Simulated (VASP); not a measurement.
# Ba (Fm-3m) in VASP: further runs, part 2 of 2

VASP 6.6.1.

## (4) Single point, PBEsol

This run uses another cell than the first one, of 63.18 Å³/atom, 1.080 times its volume.

INCAR reads:

```
SYSTEM = Ba
ALGO     = Normal         ! electronic algorithm
EDIFF    = 1E-6           ! SCF threshold, eV
ENCUT    = 520            ! plane-wave cutoff, eV
GGA      = PS             ! functional
ISIF     = 2              ! what is computed and relaxed
ISMEAR   = -1             ! smearing method
LASPH    = .True.         ! aspherical terms in the spheres
LCHARG   = .False.        ! write CHGCAR
LREAL    = .False.        ! projectors in reciprocal space
LWAVE    = .False.        ! write WAVECAR
NBANDS   = 11             ! bands
NELM     = 60             ! most SCF steps
PREC     = Accurate       ! precision mode
SIGMA    = 0.1            ! smearing width, eV
```

KPOINTS reads:

```
k-points
0
Gamma
  10 10 10
  0 0 0
```

POSCAR reads:

```
Ba
1.0
    0.0000000000      3.1611702882      3.1611702882
    3.1611702882      0.0000000000      3.1611702882
    3.1611702882      3.1611702882      0.0000000000
Ba
1
Direct
    0.0000000000      0.0000000000      0.0000000000
```

Potentials or basis: VASP PAW PBE potentials, release 64 (Ba_sv).

Launch:

```sh
$ cat potpaw_PBE.64/Ba_sv/POTCAR > POTCAR
$ mpirun -np 1 vasp_std > vasp.out
```

OUTCAR:

```text
SYSTEM = Ba
   EDIFF = 1E-6
   ENCUT = 520
   GGA = PS
   ISIF = 2
   ISMEAR = -1
   LASPH = .True.
   LREAL = .False.
   NELM = 60
   PREC = Accurate

 ion  position               nearest neighbor table
   1  0.000  0.000  0.000-

  LATTYP: Found a face centered cubic cell.
 ALAT       =     6.3223405764

  Lattice vectors:

 A1 = (   0.0000000000,   3.1611702882,   3.1611702882)
 A2 = (   3.1611702882,   0.0000000000,   3.1611702882)
 A3 = (   3.1611702882,   3.1611702882,   0.0000000000)

Analysis of symmetry for initial positions (statically):
=====================================================================
 Subroutine PRICEL returns:
 Original cell was already a primitive cell.

 Routine SETGRP: Setting up the symmetry group for a
 face centered cubic supercell.

 Subroutine GETGRP returns: Found 48 space group operations
 (whereof 48 operations were pure point group operations)
 out of a pool of 48 trial point group operations.

The static configuration has the point symmetry O_h .

Analysis of symmetry for dynamics (positions and initial velocities):
[... 164 lines left out ...]

 k-point     1 :       0.0000    0.0000    0.0000
  band No.  band energies     occupation
      1     -27.3079      2.00000
      2     -12.2463      2.00000
      3     -12.2463      2.00000
      4     -12.2463      2.00000
      5      -1.2430      2.00000
      6       3.3252      0.00000
      7       3.3252      0.00000
      8       3.3252      0.00000
      9       4.8967      0.00000
     10       4.8967      0.00000
     11       7.5562      0.00000
[... 309 lines left out ...]
 k-point    24 :       0.4000    0.3000    0.0000
  band No.  band energies     occupation
      1     -27.2652      2.00000
      2     -12.6000      2.00000
      3     -12.3889      2.00000
      4     -12.3739      2.00000
      5       0.7300      1.99950
      6       1.7150      0.34972
      7       2.8794      0.00000
      8       4.7279      0.00000
      9       5.2220      0.00000
     10       6.0082      0.00000
     11       8.4144      0.00000

 [... further k-points ...]

------------------------ aborting loop because EDIFF is reached ----------------------------------------

  FORCE on cell =-STRESS in cart. coord.  units (eV):
  Direction    XX          YY          ZZ          XY          YZ          ZX
  --------------------------------------------------------------------------------------
  -------------------------------------------------------------------------------------
  Total       -0.2006021     -0.2006021     -0.2006021      0.0000000      0.0000000      0.0000000
  in kB       -5.0871249     -5.0871249     -5.0871249      0.0000000      0.0000000      0.0000000
  external PRESSURE =      -5.0871249 kB  Pullay stress =       0.0000000 kB

 VOLUME and BASIS-vectors are now :
 -----------------------------------------------------------------------------
  energy-cutoff  :      520.00
  volume of cell :       63.18
      direct lattice vectors                 reciprocal lattice vectors
     0.000000000  3.161170288  3.161170288    -0.158169271  0.158169271  0.158169271
     3.161170288  0.000000000  3.161170288     0.158169271 -0.158169271  0.158169271
     3.161170288  3.161170288  0.000000000     0.158169271  0.158169271 -0.158169271

 POSITION                                       TOTAL-FORCE (eV/Angst)
 -----------------------------------------------------------------------------------
      0.00000      0.00000      0.00000         0.000000     -0.000000      0.000000
 -----------------------------------------------------------------------------------
    total drift:                               -0.000000     -0.000000     -0.000000

  FREE ENERGIE OF THE ION-ELECTRON SYSTEM (eV)
  ---------------------------------------------------
  free  energy   TOTEN  =        -2.1511526649 eV

  energy  without entropy=       -2.0938537519  energy(sigma->0) =       -2.12250321
```

stdout:

```text
POSCAR found type information on POSCAR Ba
 POSCAR found :  1 types and       1 ions
 scaLAPACK will be used
 -----------------------------------------------------------------------------
|                                                                             |
|                                                                             |
|     You enforced a specific xc type in the INCAR file but a different       |
|     I HOPE YOU KNOW WHAT YOU ARE DOING!                                     |
|                                                                             |
 -----------------------------------------------------------------------------

 LDA part: xc-table for (Slater+PW92), standard interpolation
 POSCAR, INCAR and KPOINTS ok, starting setup
 FFT: planning ... GRIDC
 FFT: planning ... GRID_SOFT
 FFT: planning ... GRID
 WAVECAR not read
 entering main loop
```

Wall time 45 s (1 thread of AMD EPYC 7R43 (Zen 3), shared host); peak memory 0.17 GiB.

What came out:

```yaml
Free_energy: -2.1512 eV
Pressure: -0.5 GPa
Band_gap_on_the_k_mesh: none (metal or under the smearing width)
```

Levels at points of the mesh, in eV from the Fermi level:
| k point | band 2 | band 3 | band 4 | band 5 | band 6 | band 7 | band 8 | band 9 |
| --- | --- | --- | --- | --- | --- | --- | --- | --- |
| (0.00, 0.00, 0.00) | -13.81 | -13.81 | -13.81 | -2.80 | 1.77 | 1.77 | 1.77 | 3.34 |
| (0.50, 0.00, 0.00) | -14.27 | -13.87 | -13.87 | -0.97 | 1.06 | 1.62 | 1.62 | 4.54 |
| (0.50, 0.50, 0.00) | -14.24 | -13.97 | -13.97 | -0.81 | -0.18 | 2.05 | 4.56 | 4.91 |

Caveat: the PAW data sets were made with another functional, which shifts forces and pressure a little.

## (5) Single point, PBEsol

INCAR reads:

```
SYSTEM = Ba
PREC = Accurate ; ENCUT = 520
EDIFF = 1E-7 ; ISMEAR = -1
SIGMA = 0.1 ; LREAL = .FALSE.
LASPH = .TRUE. ; NELM = 100
ALGO = Normal ; ISIF = 2
LWAVE = .FALSE. ; LCHARG = .TRUE.
GGA = PS ; LELF = .TRUE.
LVHAR = .TRUE. ; NBANDS = 11
```

KPOINTS reads:

```
regular mesh
0
G
  10 10 10
  0 0 0
```

POSCAR reads:

```
Ba
1.0
    0.0000000000      3.0811059987      3.0811059987
    3.0811059987      0.0000000000      3.0811059987
    3.0811059987      3.0811059987      0.0000000000
Ba
1
Direct
    0.0000000000      0.0000000000      0.0000000000
```

Potentials or basis: VASP PAW PBE potentials, release 64 (Ba_sv).

Launch:

```sh
$ cat potpaw_PBE.64/Ba_sv/POTCAR > POTCAR
$ mpirun -np 1 vasp_std > vasp.out
```

OUTCAR:

```text
SYSTEM = Ba
   PREC = Accurate
   ENCUT = 520
   EDIFF = 1E-7
   ISMEAR = -1
   LREAL = .FALSE.
   LASPH = .TRUE.
   NELM = 100
   ISIF = 2
   GGA = PS

 ion  position               nearest neighbor table
   1  0.000  0.000  0.000-

  LATTYP: Found a face centered cubic cell.
 ALAT       =     6.1622119974

  Lattice vectors:

 A1 = (   0.0000000000,   3.0811059987,   3.0811059987)
 A2 = (   3.0811059987,   0.0000000000,   3.0811059987)
 A3 = (   3.0811059987,   3.0811059987,   0.0000000000)

Analysis of symmetry for initial positions (statically):
=====================================================================
 Subroutine PRICEL returns:
 Original cell was already a primitive cell.

 Routine SETGRP: Setting up the symmetry group for a
 face centered cubic supercell.

 Subroutine GETGRP returns: Found 48 space group operations
 (whereof 48 operations were pure point group operations)
 out of a pool of 48 trial point group operations.

The static configuration has the point symmetry O_h .

Analysis of symmetry for dynamics (positions and initial velocities):
=====================================================================
 Subroutine PRICEL returns:
 Original cell was already a primitive cell.

 Routine SETGRP: Setting up the symmetry group for a
 face centered cubic supercell.

 Subroutine GETGRP returns: Found 48 space group operations
 (whereof 48 operations were pure point group operations)
 out of a pool of 48 trial point group operations.

The dynamic configuration has the point symmetry O_h .

 Subroutine INISYM returns: Found 48 space group operations
 (whereof 48 operations are pure point group operations),
 and found     1 'primitive' translations

----------------------------------------------------------------------------------------

                                     Primitive cell

[... 112 lines left out ...]
   LORBIT       =      0    0 simple, 1 ext, 2 COOP (PROOUT), +10 PAW based schemes
   GGA     = PS    functional components
   LHFCALC =     F    Hartree Fock is set to
   AEXX    =    0.0000 exact exchange contribution
   IVDW    =     0    specifies the selected vdW correction
   LEPSILON=     F    determine dielectric tensor
   LRPA    =     F    only Hartree local field effects (RPA)
 non-spin polarized calculation
  energy-cutoff  :      520.00
  volume of cell :       58.50
 maximum number of plane-waves:      1596
   NGX = 17   NGY = 17   NGZ = 17

 number of electron      10.0000000 magnetization

 Free energy of the ion-electron system (eV)
  ---------------------------------------------------
  ext. energy  EPLUGINS =         0.00000000
  ---------------------------------------------------
  free energy    TOTEN  =        -2.15777764 eV

  energy without entropy =       -2.10163782  energy(sigma->0) =       -2.12970773

 E-fermi :   1.8147     XC(G=0):  -7.7488

 val. band max:        1.8131443833   @ k =  -0.3000   0.4000   0.2000
 cond. band min:       1.8563362835   @ k =   0.5000   0.4000   0.1000
 fundamental gap:      0.0431919002
 Fermi energy:         1.8146969190

 k-point     1 :       0.0000    0.0000    0.0000
  band No.  band energies     occupation
      1     -26.9211      2.00000
      2     -11.8104      2.00000
      3     -11.8104      2.00000
      4     -11.8104      2.00000
      5      -1.0193      2.00000
      6       3.6607      0.00000
      7       3.6607      0.00000
      8       3.6607      0.00000
      9       5.3796      0.00000
     10       5.3796      0.00000
     11       7.9889      0.00000
[... 309 lines left out ...]
 k-point    24 :       0.4000    0.3000    0.0000
  band No.  band energies     occupation
      1     -26.8612      2.00000
      2     -12.2637      2.00000
      3     -11.9924      2.00000
      4     -11.9728      2.00000
      5       0.9970      1.99944
      6       1.9263      0.49336
      7       3.2798      0.00000
      8       5.2027      0.00000
      9       5.7570      0.00000
     10       6.6063      0.00000
     11       9.2337      0.00000

 [... further k-points ...]

------------------------ aborting loop because EDIFF is reached ----------------------------------------

  FORCE on cell =-STRESS in cart. coord.  units (eV):
  Direction    XX          YY          ZZ          XY          YZ          ZX
  --------------------------------------------------------------------------------------
  -------------------------------------------------------------------------------------
  Total        0.0314702      0.0314702      0.0314702     -0.0000000      0.0000000     -0.0000000
  in kB        0.8619068      0.8619068      0.8619068     -0.0000000      0.0000000     -0.0000000
  external PRESSURE =       0.8619068 kB  Pullay stress =       0.0000000 kB

 VOLUME and BASIS-vectors are now :
 -----------------------------------------------------------------------------
  energy-cutoff  :      520.00
  volume of cell :       58.50
      direct lattice vectors                 reciprocal lattice vectors
     0.000000000  3.081105999  3.081105999    -0.162279389  0.162279389  0.162279389
     3.081105999  0.000000000  3.081105999     0.162279389 -0.162279389  0.162279389
     3.081105999  3.081105999  0.000000000     0.162279389  0.162279389 -0.162279389

 POSITION                                       TOTAL-FORCE (eV/Angst)
 -----------------------------------------------------------------------------------
      0.00000      0.00000      0.00000        -0.000000      0.000000      0.000000
 -----------------------------------------------------------------------------------
    total drift:                                0.000000      0.000000      0.000000

  FREE ENERGIE OF THE ION-ELECTRON SYSTEM (eV)
  ---------------------------------------------------
  free  energy   TOTEN  =        -2.1577776415 eV

  energy  without entropy=       -2.1016378160  energy(sigma->0) =       -2.12970773
```

Run time: 34 s. Hardware: 1 thread of AMD EPYC 7R43 (Zen 3), shared host; peak memory 0.15 GiB.

Results:

```yaml
Free_energy: -2.1578 eV
Pressure: 0.1 GPa
Band_gap_on_the_k_mesh: none (metal or under the smearing width)
```

Levels at points of the mesh, in eV from the Fermi level:
```csv
k point,band 3,band 4,band 5,band 6,band 7,band 8
"(0.00, 0.00, 0.00)",-13.63,-13.63,-2.83,1.85,1.85,1.85
"(0.50, 0.00, 0.00)",-13.70,-13.70,-1.00,1.30,1.69,1.69
"(0.50, 0.50, 0.00)",-13.84,-13.84,-0.91,-0.25,2.38,4.91
```

Caveat: the PAW data sets were made with another functional, which shifts forces and pressure a little. Spin-orbit coupling is left out, which matters for the levels of Ba.

## (6) Summary

```csv
cell,k mesh,gap on the mesh (eV),pressure (GPa)
"Fm-3m, 58.5 Å³/atom",15 × 15 × 15,none,0.1
"Fm-3m, 53.82 Å³/atom",10 × 10 × 10,none,0.9
"Fm-3m, 63.18 Å³/atom",10 × 10 × 10,none,-0.5
"Fm-3m, 58.5 Å³/atom",10 × 10 × 10,none,0.1
```

Alike in all rows: task single point; level PBEsol; potentials or basis VASP PAW PBE potentials, release 64 (Ba_sv); no spin polarisation; cutoff (eV) 520; smearing fermi-dirac 0.1 eV.

Every run on the cell as given and a fine mesh finds a metal.

Caveats: the PAW data sets were made with another functional, which shifts forces and pressure a little.

Absolute energies hang on the potentials; compare differences alone.
